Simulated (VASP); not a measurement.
# RbBr (Fm-3m) in VASP: notebook

The runs below take RbBr through single point, with PBE.

All numbers are computed with VASP 6.6.1; they aren't measurements. Logs are shortened: lines on timing, memory, paths and dates and some standing lists are left out, and cuts for length are marked.

### 1 Starting point

The structure is cubic, space group Fm-3m (No. 225). Conventional cell: a = 6.855 Å, b = 6.855 Å, c = 6.855 Å, α = 90.00°, β = 90.00°, γ = 90.00°. Rb (site symmetry m-3m) is surrounded by 6 Br at 3.43 Å. Br (site symmetry m-3m) is surrounded by 6 Rb at 3.43 Å.

### 2 Single point, PBE

Input file INCAR:

```
ALGO = Normal ; EDIFF = 1E-7
ENCUT = 520 ; GGA = PE
ISIF = 2 ; ISMEAR = -5
LASPH = True ; LCHARG = False
LREAL = False ; LWAVE = False
NBANDS = 15 ; NELM = 100
PREC = Accurate ; SIGMA = 0.1
```

Input file KPOINTS:

```
k-points
0
Gamma
  7 7 7
```

Input file POSCAR:

```
RbBr
1.0
    0.0000000000      3.4275000000      3.4275000000
    3.4275000000      0.0000000000      3.4275000000
    3.4275000000      3.4275000000      0.0000000000
Rb Br
1 1
Direct
    0.0000000000      0.0000000000      0.0000000000
    0.5000000000      0.5000000000      0.5000000000
```

Potentials or basis: VASP PAW PBE potentials, release 64 (Rb_sv, Br).

On the command line:

```
cat potpaw_PBE.64/Rb_sv/POTCAR potpaw_PBE.64/Br/POTCAR > POTCAR
mpirun -np 1 vasp_std > vasp.out
```

OUTCAR:

```text
EDIFF = 1E-7
   ENCUT = 520
   GGA = PE
   ISIF = 2
   ISMEAR = -5
   LASPH = True
   LREAL = False
   NELM = 100
   PREC = Accurate

 ion  position               nearest neighbor table
   1  0.000  0.000  0.000-   2 3.43   2 3.43   2 3.43   2 3.43   2 3.43   2 3.43
   2  0.500  0.500  0.500-   1 3.43   1 3.43   1 3.43   1 3.43   1 3.43   1 3.43

  LATTYP: Found a face centered cubic cell.
 ALAT       =     6.8550000000

  Lattice vectors:

 A1 = (   0.0000000000,   3.4275000000,   3.4275000000)
 A2 = (   3.4275000000,   0.0000000000,   3.4275000000)
 A3 = (   3.4275000000,   3.4275000000,   0.0000000000)

Analysis of symmetry for initial positions (statically):
=====================================================================
 Subroutine PRICEL returns:
 Original cell was already a primitive cell.

 Routine SETGRP: Setting up the symmetry group for a
 face centered cubic supercell.

 Subroutine GETGRP returns: Found 48 space group operations
 (whereof 48 operations were pure point group operations)
 out of a pool of 48 trial point group operations.

The static configuration has the point symmetry O_h .

Analysis of symmetry for dynamics (positions and initial velocities):
=====================================================================
 Subroutine PRICEL returns:
 Original cell was already a primitive cell.

 Routine SETGRP: Setting up the symmetry group for a
 face centered cubic supercell.

 Subroutine GETGRP returns: Found 48 space group operations
 (whereof 48 operations were pure point group operations)
 out of a pool of 48 trial point group operations.

The dynamic configuration has the point symmetry O_h .

 Subroutine INISYM returns: Found 48 space group operations
 (whereof 48 operations are pure point group operations),
 and found     1 'primitive' translations

----------------------------------------------------------------------------------------

                                     Primitive cell

  volume of cell :      80.5309

  direct lattice vectors                    reciprocal lattice vectors
     0.000000000  3.427500000  3.427500000    -0.145878920  0.145878920  0.145878920
     3.427500000  0.000000000  3.427500000     0.145878920 -0.145878920  0.145878920
     3.427500000  3.427500000  0.000000000     0.145878920  0.145878920 -0.145878920

  length of vectors
     4.847216985  4.847216985  4.847216985     0.252669702  0.252669702  0.252669702

  position of ions in fractional coordinates (direct lattice)
     0.000000000  0.000000000  0.000000000
     0.500000000  0.500000000  0.500000000

  ion indices of the primitive-cell ions
   primitive index   ion index
                 1           1
                 2           2

----------------------------------------------------------------------------------------

 KPOINTS: k-points

Automatic generation of k-mesh.
 Grid dimensions read from file:
 generate k-points for:    7    7    7

 Generating k-lattice:

  Cartesian coordinates                     Fractional coordinates (reciprocal lattice)
    -0.020839846  0.020839846  0.020839846     0.142857143  0.000000000  0.000000000
     0.020839846 -0.020839846  0.020839846     0.000000000  0.142857143  0.000000000
     0.020839846  0.020839846 -0.020839846     0.000000000  0.000000000  0.142857143

  Length of vectors
     0.036095672  0.036095672  0.036095672

  Shift w.r.t. Gamma in fractional coordinates (k-lattice)
     0.000000000  0.000000000  0.000000000

 TETIRR: Found     58 inequivalent tetrahedra from     2058

 Subroutine IBZKPT returns following result:
 ===========================================

 Found     20 irreducible k-points:

 Following reciprocal coordinates:
            Coordinates               Weight
  0.000000  0.000000  0.000000      1.000000
  0.142857  0.000000  0.000000      8.000000
  0.285714  0.000000  0.000000      8.000000
  0.428571  0.000000  0.000000      8.000000
  0.142857  0.142857  0.000000      6.000000
  0.285714  0.142857  0.000000     24.000000
[... 12 lines left out ...]
 -0.428571  0.428571  0.142857     24.000000
 -0.285714  0.428571  0.142857     24.000000
   k-points           NKPTS =     20   k-points in BZ     NKDIM =     20   number of bands    NBANDS=     15
   number of dos      NEDOS =    301   number of ions     NIONS =      2
   total plane-waves  NPLWV =  46656
   dimension x,y,z NGX =    36 NGY =   36 NGZ =   36
   dimension x,y,z NGXF=    72 NGYF=   72 NGZF=   72
   ions per type =               1   1
   NGX,Y,Z   is equivalent  to a cutoff of  12.35, 12.35, 12.35 a.u.
   NGXF,Y,Z  is equivalent  to a cutoff of  24.69, 24.69, 24.69 a.u.
 SYSTEM =  unknown system
   PREC   = accura    normal or accurate (medium, high low for compatibility)
   ISTART =      0    job   : 0-new  1-cont  2-samecut
   ICHARG =      2    charge: 1-file 2-atom 10-const
   ISPIN  =      1    spin polarized calculation?
   LNONCOLLINEAR =      F non collinear calculations
   LSORBIT =      F    spin-orbit coupling
   LASPH  =      T    aspherical Exc in radial PAW
   ENCUT  =  520.0 eV  38.22 Ry    6.18 a.u.   9.01  9.01  9.01*2*pi/ulx,y,z
   NELM   =    100;   NELMIN=  2; NELMDL= -5     # of ELM steps
   EDIFF  = 0.1E-06   stopping-criterion for ELM
   LREAL  =      F    real-space projection
   EDIFFG = 0.1E-05   stopping-criterion for IOM
   NSW    =      0    number of steps for IOM
   IBRION =     -1    ionic relax: 0-MD 1-quasi-New 2-CG
   NFREE  =      0    steps in history (QN), initial steepest desc. (CG)
   ISIF   =      2    stress and relaxation
   ISYM   =      2    0-nonsym 1-usesym 2-fastsym
   POTIM  = 0.5000    time-step for ionic-motion
   TEBEG  =    0.0;   TEEND  =   0.0 temperature during run
   PSTRESS=    0.0 pullay stress
   NELECT =      16.0000    total number of electrons
   NUPDOWN=      -1.0000    fix difference up-down
   EMIN   =  10.00;   EMAX   =-10.00  energy-range for DOS
   EFERMI =   0.00;   METHOD = LEGACY
   ISMEAR =    -5;   SIGMA  =   0.10  broadening in eV -4-tet -1-fermi 0-gaus
   EFERMI_NEDOS =   21; number of points for ismear=-14 and -15
   IALGO  =     38    algorithm
   IMIX   =      4    mixing-type and parameters
     AMIX     =   0.40;   BMIX     =  1.00
     AMIX_MAG =   1.60;   BMIX_MAG =  1.00
  volume/ion in A,a.u.               =      40.27       271.72
  Fermi-wavevector in a.u.,A,eV,Ry     =   0.955273  1.805204 12.415941  0.912546
  Thomas-Fermi vector in A             =   2.084095
   LORBIT       =      0    0 simple, 1 ext, 2 COOP (PROOUT), +10 PAW based schemes
   GGA     = PE    functional components
   LHFCALC =     F    Hartree Fock is set to
   AEXX    =    0.0000 exact exchange contribution
   IVDW    =     0    specifies the selected vdW correction
   LEPSILON=     F    determine dielectric tensor
   LRPA    =     F    only Hartree local field effects (RPA)
 non-spin polarized calculation
 Fermi weights with tetrahedron method with Bloechl corrections
  energy-cutoff  :      520.00
  volume of cell :       80.53
 maximum number of plane-waves:      2186
   NGX = 17   NGY = 17   NGZ = 17

 number of electron      15.9999999 magnetization

 Free energy of the ion-electron system (eV)
  ---------------------------------------------------
  ext. energy  EPLUGINS =         0.00000000
  ---------------------------------------------------
  free energy    TOTEN  =        -6.09757421 eV

  energy without entropy =       -6.09757421  energy(sigma->0) =       -6.09757421

 E-fermi :  -1.7470     XC(G=0):  -7.2318

 val. band max:       -1.7540649325   @ k =   0.0000   0.0000   0.0000
 cond. band min:       2.6073981368   @ k =   0.0000   0.0000   0.0000
 fundamental gap:      4.3614630693
 Fermi energy:        -1.7469700953

 k-point     1 :       0.0000    0.0000    0.0000
  band No.  band energies     occupation
      1     -26.1689      2.00000
      2     -13.9347      2.00000
      3     -10.2457      2.00000
      4     -10.2457      2.00000
      5     -10.2457      2.00000
      6      -1.7541      2.00000
      7      -1.7541      2.00000
      8      -1.7541      2.00000
      9       2.6074      0.00000
     10       5.5255      0.00000
     11       5.5255      0.00000
     12       5.5255      0.00000
     13       6.4135      0.00000
     14       6.4135      0.00000
     15       9.2387      0.00000

 k-point     2 :       0.1429    0.0000    0.0000
  band No.  band energies     occupation
      1     -26.1671      2.00000
      2     -13.9428      2.00000
      3     -10.2472      2.00000
      4     -10.2472      2.00000
      5     -10.2367      2.00000
      6      -1.9882      2.00000
      7      -1.8259      2.00000
      8      -1.8259      2.00000
      9       3.0911      0.00000
     10       5.4129      0.00000
     11       5.7680      0.00000
     12       5.7680      0.00000
     13       6.7154      0.00000
     14       6.7154      0.00000
     15       9.9911      0.00000

 k-point     3 :       0.2857    0.0000    0.0000
  band No.  band energies     occupation
      1     -26.1631      2.00000
      2     -13.9608      2.00000
      3     -10.2504      2.00000
      4     -10.2504      2.00000
      5     -10.2165      2.00000
      6      -2.4182      2.00000
      7      -1.9785      2.00000
      8      -1.9785      2.00000
      9       4.1535      0.00000
     10       5.4410      0.00000
     11       6.4575      0.00000
     12       6.4575      0.00000
     13       7.5168      0.00000
     14       7.5168      0.00000
     15      10.2827      0.00000

 k-point     4 :       0.4286    0.0000    0.0000
  band No.  band energies     occupation
      1     -26.1599      2.00000
      2     -13.9751      2.00000
      3     -10.2529      2.00000
      4     -10.2529      2.00000
      5     -10.2004      2.00000
      6      -2.7040      2.00000
      7      -2.0933      2.00000
      8      -2.0933      2.00000
      9       4.9533      0.00000
     10       5.8550      0.00000
     11       7.4378      0.00000
     12       7.4378      0.00000
     13       8.3506      0.00000
     14       8.3506      0.00000
     15       9.2519      0.00000
[... 235 lines left out ...]
 k-point    18 :      -0.4286    0.2857    0.1429
  band No.  band energies     occupation
      1     -26.1581      2.00000
      2     -13.9367      2.00000
      3     -10.3272      2.00000
      4     -10.3064      2.00000
      5     -10.2288      2.00000
      6      -2.4681      2.00000
      7      -2.1055      2.00000
      8      -2.0507      2.00000
      9       5.1073      0.00000
     10       5.5066      0.00000
     11       6.8750      0.00000
     12       7.4654      0.00000
     13       8.0584      0.00000
     14       8.6675      0.00000
     15       9.2669      0.00000

 k-point    19 :      -0.4286    0.4286    0.1429
  band No.  band energies     occupation
      1     -26.1572      2.00000
      2     -13.9058      2.00000
      3     -10.3829      2.00000
      4     -10.3344      2.00000
      5     -10.2602      2.00000
      6      -2.2687      2.00000
      7      -2.0834      2.00000
      8      -1.9879      2.00000
      9       4.4270      0.00000
     10       5.6720      0.00000
     11       6.7290      0.00000
     12       7.5316      0.00000
     13       7.9725      0.00000
     14       8.8185      0.00000
     15       9.3622      0.00000

 k-point    20 :      -0.2857    0.4286    0.1429
  band No.  band energies     occupation
      1     -26.1569      2.00000
      2     -13.9138      2.00000
      3     -10.3802      2.00000
      4     -10.3404      2.00000
      5     -10.2330      2.00000
      6      -2.2923      2.00000
      7      -2.1263      2.00000
      8      -2.0677      2.00000
      9       5.0314      0.00000
     10       5.7234      0.00000
     11       6.5757      0.00000
     12       6.9240      0.00000
     13       8.6422      0.00000
     14       8.8167      0.00000
     15       9.6224      0.00000

------------------------ aborting loop because EDIFF is reached ----------------------------------------

  FORCE on cell =-STRESS in cart. coord.  units (eV):
  Direction    XX          YY          ZZ          XY          YZ          ZX
  --------------------------------------------------------------------------------------
  -------------------------------------------------------------------------------------
  Total        0.5145395      0.5145395      0.5145395      0.0000000      0.0000000      0.0000000
  in kB       10.2368634     10.2368634     10.2368634      0.0000000      0.0000000      0.0000000
  external PRESSURE =      10.2368634 kB  Pullay stress =       0.0000000 kB

 VOLUME and BASIS-vectors are now :
 -----------------------------------------------------------------------------
  energy-cutoff  :      520.00
  volume of cell :       80.53
      direct lattice vectors                 reciprocal lattice vectors
     0.000000000  3.427500000  3.427500000    -0.145878920  0.145878920  0.145878920
     3.427500000  0.000000000  3.427500000     0.145878920 -0.145878920  0.145878920
     3.427500000  3.427500000  0.000000000     0.145878920  0.145878920 -0.145878920

 POSITION                                       TOTAL-FORCE (eV/Angst)
 -----------------------------------------------------------------------------------
      0.00000      0.00000      0.00000         0.000000     -0.000000      0.000000
      3.42750      3.42750      3.42750        -0.000000      0.000000     -0.000000
 -----------------------------------------------------------------------------------
    total drift:                                0.000000      0.000000      0.000000

  FREE ENERGIE OF THE ION-ELECTRON SYSTEM (eV)
  ---------------------------------------------------
  free  energy   TOTEN  =        -6.0975742089 eV

  energy  without entropy=       -6.0975742089  energy(sigma->0) =       -6.09757421
```

Wall time 15 s (1 thread of AMD EPYC 9R45 (Zen 5), shared host); peak memory 0.18 GiB.

Results:

| Quantity | Value |
| --- | --- |
| Free energy | -6.0976 eV |
| Pressure | 1.0 GPa |
| Band gap on the k mesh | 4.36 eV, direct |

Caveat: an odd mesh through Γ misses points on the zone boundary, where band edges often lie.

### 3 Single point, PBE

Input file INCAR:

```
SYSTEM = RbBr
PREC = Accurate
ENCUT = 520
EDIFF = 1E-6
ISMEAR = 1
SIGMA = 0.15
LREAL = .False.
LASPH = .True.
NELM = 80
ALGO = Normal
ISIF = 2
LWAVE = .False.
LCHARG = .False.
GGA = PE
NBANDS = 15
```

Input file KPOINTS:

```
Automatic mesh
0
Gamma
  7 7 7
  0 0 0
```

POSCAR is that of step 2.

Potentials or basis: VASP PAW PBE potentials, release 64 (Rb_sv, Br).

On the command line:

```
cat potpaw_PBE.64/Rb_sv/POTCAR potpaw_PBE.64/Br/POTCAR > POTCAR
mpirun -np 1 vasp_std > vasp.out
```

Wall time 14 s (1 thread of AMD EPYC 9R45 (Zen 5), shared host); peak memory 0.18 GiB.

Results (log left out):

- Free energy: -6.0938 eV
- Pressure: 1.0 GPa
- Band gap on the k mesh: 4.36 eV, direct

Levels at points of the mesh, in eV from the valence-band top:
| k point | band 5 | band 6 | band 7 | band 8 | band 9 | band 10 | band 11 | band 12 |
| --- | --- | --- | --- | --- | --- | --- | --- | --- |
| (0.00, 0.00, 0.00) | -8.49 | 0.00 | 0.00 | 0.00 | 4.36 | 7.28 | 7.28 | 7.28 |

Caveat: an odd mesh through Γ misses points on the zone boundary, where band edges often lie.
